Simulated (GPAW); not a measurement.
# How KI absorbs and reflects light

Wanted: where KI starts to absorb, how strongly, and its refractive index.

Main program and level: GPAW 26.7.0; DFT, PBE, plane-wave PAW (GPAW data sets), scalar-relativistic, RPA, optical limit.

## 1. The structure

The structure is cubic, space group Fm-3m (No. 225). The conventional cell has a = 7.066 Å, b = 7.066 Å, c = 7.066 Å, α = 90.00°, β = 90.00°, γ = 90.00°. Nearest to I lie 6 K at 3.53 Å. Nearest to K lie 6 I at 3.53 Å. Farther neighbours and most contacts between anions are not listed.

Structure file:

```cif
data_structure
_symmetry_space_group_name_H-M 'Fm-3m'
_symmetry_Int_Tables_number 225
_cell_length_a 7.0655
_cell_length_b 7.0655
_cell_length_c 7.0655
_cell_angle_alpha 90.000
_cell_angle_beta 90.000
_cell_angle_gamma 90.000
_cell_volume 352.73
loop_
_atom_site_label
_atom_site_type_symbol
_atom_site_symmetry_multiplicity
_atom_site_Wyckoff_symbol
_atom_site_fract_x
_atom_site_fract_y
_atom_site_fract_z
_atom_site_occupancy
I1 I 4 b 0.50000 0.00000 0.00000 1
K1 K 4 a 0.00000 0.00000 0.00000 1
```

## 2. Bands for the response

The response needs many more empty bands than the density does.

This step: DFT, PBE, plane-wave PAW (GPAW data sets), scalar-relativistic, bands at fixed density (GPAW 26.7.0).

Contents of nscf.py:

```python
from ase.dft.bandgap import bandgap
from gpaw import GPAW, FermiDirac

calc = GPAW('gs.gpw').fixed_density(kpts={'size': (9, 9, 9), 'gamma': True}, nbands=55, convergence={'bands': 49},
                                    occupations=FermiDirac(0.001), txt='nscf.txt')
print('gap (eV)', bandgap(calc, output=None)[0])
print('direct gap (eV)', bandgap(calc, direct=True, output=None)[0])
print('top band over the Fermi level (eV)', min(calc.get_eigenvalues(kpt=k)[48] for k in range(len(calc.get_ibz_k_points()))) - calc.get_fermi_level())
calc.write('full.gpw', mode='all')
```

Started as:

```sh
OMP_NUM_THREADS=1 python nscf.py
```

Numbers of over 12 decimals in the logs are rounded to 6 here.

The program printed:

```text
Diagonalizing LCAO Hamiltonian
Converting LCAO to pw mode
convergence criteria:
- Maximum integral of absolute [eigenst]ate change: 4e-08 eV^2 / valence electron
maximum number of iterations: 150

SCF iterations
|iter     |      energy | eigst |  dens |
|iter:   1||             | +3.90 |       |
|iter:   2||             | +2.59 |       |
|iter:   3||             | +1.52 |       |
|iter:   4||             | +0.22 |       |
|iter:   5||             | -0.89 |       |
|iter:   6||             | -1.93 |       |
|iter:   7||             | -2.78 |       |
|iter:   8||             | -3.79 |       |
|iter:   9||             | -4.62 |       |
|iter:  10||             | -5.61 |       |
|iter:  11||             | -6.38 |       |
|iter:  12||             | -7.07 |       |
|iter:  13||             | -7.60c|       |
SCF steps: 13
  __  _  _
 | _ |_)|_||  |
 |__||  | ||/\| - 26.7.0

Versions:
  Python: 3.12.14
  ASE:    3.29.0
  Numpy:  2.5.5
  Scipy:  1.18.1
  Libxc:  7.0.0

Input parameters:
  mode=PW(ecut=500.0),
  convergence={'bands': 49},
  gpts=array([27, 27, 27]),
  kpts=MonkhorstPack(size=(9, 9, 9), gamma=True),
  maxiter=150,
  nbands=55,
  occupations=Occupations(name='fermi-dirac', width=0.001, fixmagmom=False),
  parallel={},
  xc=XC(name='PBE')

--- standard output ---
gap (eV) 3.976871
direct gap (eV) 3.976871
top band over the Fermi level (eV) 28.945135
```

Run time: 94 s. Hardware: 1 thread of Arm Neoverse V2, shared host; peak memory 0.24 GiB.

This step gave:

```
gap on the k-mesh      : 3.977 eV
direct gap on the mesh : 3.977 eV
```

## 3. Dielectric function, RPA

Local fields let the induced charge screen the field inside the cell, which as a rule lowers ε, most along directions where the density is uneven.

This step: DFT, PBE, plane-wave PAW (GPAW data sets), scalar-relativistic, RPA, optical limit (GPAW 26.7.0).

Contents of df.py:

```python
from gpaw.response.df import DielectricFunction

df = DielectricFunction('full.gpw', frequencies={'type': 'nonlinear', 'domega0': 0.03, 'omega2': 8},
                        ecut=50,
                        eta=0.15,
                        nbands=49,
                        txt='df.txt')
for direction in ['x', 'z']:
    df.get_dielectric_function(xc='RPA', direction=direction, filename=f'df_{direction}.csv')
```

Started as:

```sh
OMP_NUM_THREADS=1 python df.py
```

The program printed:

```text
Using integrator: PointIntegrator
NonLinearFrequencyDescriptor(from 0.000 to 61.537 eV, 491 points)
Nonperiodic BCs:  [False False False]
Using integrator: PointIntegrator
NonLinearFrequencyDescriptor(from 0.000 to 61.537 eV, 491 points)
Nonperiodic BCs:  [False False False]

Calculating chi0 body with:
    Ground state adapter containing:
    Number of spins: 1
    Number of kpoints: 729
    Number of irreducible kpoints: 35
    Number of completely occupied states: 8
    Number of partially occupied states: 8

    Linear response parametrization:
    q_c: [0.0, 0.0, 0.0]
    Number of frequency points: 491
    Planewave cutoff: 50.0
    Number of bands: 49
    Number of planewaves: 65
    Broadening (eta): 0.15

Integrating chi0 body.

Symmetries of q_c:
    Direct symmetries (Uq -> q): 48
    Indirect symmetries (TUq -> q): 0
In total 48 allowed symmetries.

35 groups of equivalent kpoints. 95.198903% reduction.

Integral kind: spectral function

Calculating chi0 optical extensions with:
    Ground state adapter containing:
    Number of spins: 1
    Number of kpoints: 729
    Number of irreducible kpoints: 35
    Number of completely occupied states: 8
    Number of partially occupied states: 8

    Linear response parametrization:
    Number of frequency points: 491
    Planewave cutoff: 50.0
    Number of bands: 49
    Number of planewaves: 65
    Broadening (eta): 0.15
Integrating chi0 head and wings.

Symmetries of q_c:
    Direct symmetries (Uq -> q): 48
    Indirect symmetries (TUq -> q): 0
In total 48 allowed symmetries.

35 groups of equivalent kpoints. 95.198903% reduction.

Integral kind: spectral function wings
```

It took 13 s on 1 thread; peak memory 0.31 GiB.

Read-outs, printed or worked out from the files:

| Property | Result |
| --- | --- |
| electronic dielectric constant ε∞, mean over x, y and z (by symmetry where fewer were run) | 2.615 |
| main peak of Im epsilon, first axis | 6.309 eV |

Some rows of df_x.csv (energy; Re and Im without local fields; Re and Im with them):

```text
0.000000, 3.207583, 0.000000, 2.614720, 0.000000
0.429336, 3.215521, 0.005586, 2.620008, 0.003721
0.878195, 3.241307, 0.011784, 2.637183, 0.007848
1.347938, 3.289296, 0.019145, 2.669144, 0.012750
1.840057, 3.366751, 0.028607, 2.720736, 0.019062
2.356191, 3.486433, 0.042025, 2.800544, 0.028061
2.898142, 3.673232, 0.063886, 2.925612, 0.042962
3.467895, 3.987134, 0.110768, 3.138751, 0.076527
4.067647, 4.558844, 0.339783, 3.527049, 0.259746
4.699832, 5.151653, 0.853434, 3.808273, 0.631498
5.367152, 6.375455, 2.112708, 4.342372, 1.229244
6.072622, 3.991124, 5.550566, 3.417792, 3.327281
6.819608, 1.836193, 3.730562, 1.432878, 2.425518
7.611886, 1.746080, 5.019886, 2.000929, 2.132525
8.453705, -0.494609, 3.611726, 1.408221, 2.352154
9.349861, -1.179648, 1.810574, 0.637909, 2.737325
10.305790, 0.105302, 0.734912, -0.240418, 0.988417
11.327680, 0.233281, 0.736014, 0.154921, 0.717929
12.422601, 0.955319, 1.238757, 0.916980, 0.442296
13.598673, 0.040987, 0.773951, 0.952989, 1.043396
```

Values under the direct gap are tails of Lorentzian lines. The Im ε, E ∥ x or z by photon energy; read off at these points:

| photon energy (eV) | Im ε, E ∥ x or z |
| --- | --- |
| 0.000 | 0 |
| 0.250 | 0.00215 |
| 0.500 | 0.00435 |
| 0.750 | 0.00663 |
| 1.000 | 0.00905 |
| 1.250 | 0.0117 |
| 1.500 | 0.0145 |
| 1.750 | 0.0178 |
| 2.000 | 0.0215 |
| 2.250 | 0.0259 |
| 2.500 | 0.0313 |
| 2.750 | 0.0380 |
| 3.000 | 0.0469 |
| 3.250 | 0.0596 |
| 3.500 | 0.0799 |
| 3.750 | 0.124 |
| 4.000 | 0.234 |
| 4.250 | 0.471 |
| 4.500 | 0.613 |
| 4.750 | 0.706 |
| 5.000 | 1.14 |
| 5.250 | 1.04 |
| 5.500 | 1.83 |
| 5.750 | 2.50 |
| 6.000 | 3.22 |
| 6.250 | 3.62 |
| 6.334 | 3.64 |
| 6.500 | 3.19 |
| 6.750 | 2.59 |
| 7.000 | 2.00 |
| 7.250 | 2.10 |
| 7.500 | 2.14 |
| 7.750 | 2.43 |
| 7.966 | 2.75 |
| 8.000 | 2.73 |
| 8.250 | 2.27 |
| 8.500 | 2.39 |
| 8.750 | 2.34 |
| 9.000 | 2.52 |
| 9.250 | 2.77 |
| 9.500 | 2.80 |
| 9.750 | 2.44 |
| 10.000 | 1.63 |
| 10.250 | 1.09 |
| 10.500 | 0.810 |
| 10.750 | 0.977 |
| 11.000 | 1.03 |
| 11.250 | 0.810 |
| 11.500 | 0.574 |
| 11.750 | 0.417 |
| 12.000 | 0.336 |
| 12.250 | 0.393 |
| 12.500 | 0.466 |
| 12.750 | 0.535 |
| 13.000 | 0.607 |
| 13.250 | 0.788 |
| 13.500 | 1.02 |
| 13.750 | 0.959 |

The Re ε, E ∥ x or z by photon energy:

```csv
photon energy (eV),"Re ε, E ∥ x or z"
0.0,2.61
0.5,2.62
1.0,2.64
1.5,2.68
2.0,2.74
2.5,2.83
3.0,2.96
3.5,3.16
4.0,3.47
4.5,3.55
5.0,3.93
5.5,4.58
6.0,3.66
6.5,1.71
7.0,1.58
7.5,1.86
8.0,1.51
8.5,1.37
9.0,1.20
9.5,0.363
10.0,-0.544
10.5,0.114
11.0,0.215
11.5,0.253
12.0,0.638
12.5,0.949
13.0,1.14
13.5,1.10
```

The loss function −Im 1/ε at q → 0, E ∥ x or z has structure finer than the step of the table below, so its rows give means over 0.5 eV, whole bins alone (the curve runs from 0 to 14.0 eV). Peaks (eV: height): 10.45: 1.21, 11.48: 1.46.

Values under the direct gap are tails of Lorentzian lines. The loss function −Im 1/ε at q → 0, E ∥ x or z by energy loss; means over each step:

```csv
energy loss (eV),"loss function −Im 1/ε at q → 0, E ∥ x or z"
0.5,6.3e-4
1.0,0.00130
1.5,0.00202
2.0,0.00287
2.5,0.00392
3.0,0.00541
3.5,0.00828
4.0,0.0197
4.5,0.0442
5.0,0.0621
5.5,0.0804
6.0,0.137
6.5,0.237
7.0,0.291
7.5,0.255
8.0,0.285
8.5,0.323
9.0,0.324
9.5,0.360
10.0,0.574
10.5,1.06
11.0,0.960
11.5,1.37
12.0,0.723
12.5,0.423
13.0,0.381
13.5,0.470
```

The Im ε, E ∥ x or z has structure finer than the step of the table below, so its rows give means over 0.5 eV, whole bins alone (the curve runs from 0 to 14.0 eV). Peaks (eV: height): without local fields 6.18: 5.70, 7.73: 5.46, 13.00: 1.45; with local fields 6.33: 3.64, 7.97: 2.75, 9.48: 2.81.

Values under the direct gap are tails of Lorentzian lines. Im ε, E ∥ x or z against photon energy; means over each step:

| photon energy (eV) | without local fields | with local fields |
| --- | --- | --- |
| 0.5 | 0.00655 | 0.00436 |
| 1.0 | 0.0136 | 0.00908 |
| 1.5 | 0.0219 | 0.0146 |
| 2.0 | 0.0324 | 0.0216 |
| 2.5 | 0.0471 | 0.0315 |
| 3.0 | 0.0704 | 0.0476 |
| 3.5 | 0.120 | 0.0836 |
| 4.0 | 0.323 | 0.246 |
| 4.5 | 0.782 | 0.607 |
| 5.0 | 1.42 | 1.01 |
| 5.5 | 3.17 | 1.82 |
| 6.0 | 5.30 | 3.12 |
| 6.5 | 4.67 | 3.20 |
| 7.0 | 3.79 | 2.14 |
| 7.5 | 4.83 | 2.19 |
| 8.0 | 4.35 | 2.57 |
| 8.5 | 3.40 | 2.33 |
| 9.0 | 2.77 | 2.55 |
| 9.5 | 1.53 | 2.71 |
| 10.0 | 0.804 | 1.70 |
| 10.5 | 0.850 | 0.892 |
| 11.0 | 1.03 | 0.989 |
| 11.5 | 0.653 | 0.588 |
| 12.0 | 0.687 | 0.359 |
| 12.5 | 1.26 | 0.466 |
| 13.0 | 1.38 | 0.631 |
| 13.5 | 0.939 | 0.948 |

The refractive index n and extinction k by photon energy:

```csv
photon energy (eV),n,k
0.0,1.62,0
0.5,1.62,0.00134
1.0,1.63,0.00278
1.5,1.64,0.00444
2.0,1.66,0.00650
2.5,1.68,0.00930
3.0,1.72,0.0136
3.5,1.78,0.0225
4.0,1.87,0.0628
4.5,1.89,0.162
5.0,2.00,0.284
5.5,2.18,0.420
6.0,2.06,0.780
6.5,1.63,0.976
7.0,1.44,0.697
7.5,1.53,0.698
8.0,1.52,0.898
8.5,1.44,0.832
9.0,1.41,0.892
9.5,1.26,1.11
10.0,0.765,1.06
10.5,0.683,0.594
11.0,0.797,0.648
11.5,0.664,0.433
12.0,0.824,0.204
12.5,1.00,0.233
13.0,1.10,0.276
13.5,1.14,0.447
```

At chosen wavelengths:

| wavelength (nm) | n | k | R (%) | 1/α |
| --- | --- | --- | --- | --- |
| 1064 | 1.63 | 0.003 | 5.7 | 26 µm |
| 633 | 1.65 | 0.006 | 6.1 | 8.0 µm |
| 532 | 1.67 | 0.008 | 6.3 | 5.1 µm |
| 450 | 1.70 | 0.011 | 6.7 | 3.2 µm |
| 365 | 1.76 | 0.020 | 7.6 | 1.5 µm |
| 308 | 1.87 | 0.065 | 9.2 | 376 nm |
| 193 | 1.72 | 1.008 | 18.2 | 15 nm |

Below the direct gap, k and the depth come from the tails of the Lorentzian lines, not from transitions.

Rows near the edge hang on the gap, which this functional as a rule makes too small, and phonon-assisted absorption is left out.

## 4. Outcome

```json
{"electronic dielectric constant ε∞, mean over x, y and z (by symmetry where fewer were run) (RPA)": "2.61", "main peak of Im epsilon, first axis": "6.31 eV"}
```

At this level (PBE, RPA) KI has ε∞ = 2.61 and n = 1.62 at 1550 nm, and Im ε peaks at 6.3 eV. On the mesh the gap is 3.98 eV and the least direct gap 3.98 eV. Local fields change the static value along x from 3.21 to 2.61 (-18 %). Distinct maxima of Im ε, read by a parabola through the highest points, lie at 5.05 eV (1.2), 6.31 eV (3.7), 7.98 eV (2.7) and 9.50 eV (2.8). Excitons and phonon-assisted transitions are missing; PBE gaps are as a rule too small, which pulls the onset down and ε∞ up. Spin-orbit coupling is left out although heavy atoms are present. The sum runs over mesh points, so small or evenly spaced maxima can still be ripples of the mesh.

[Machine, clock and banner lines and Python warnings are left out of the logs.]

[Logs are printed without paths, hosts, clocks, repeated set-up lines and the standing remarks that a program may print on its own settings, such as how far it seeks lower states.]

[Hosts, paths, dates, database ids (printed as entryN), source tags and the programs' standing remarks are cut or masked in the printed files.]
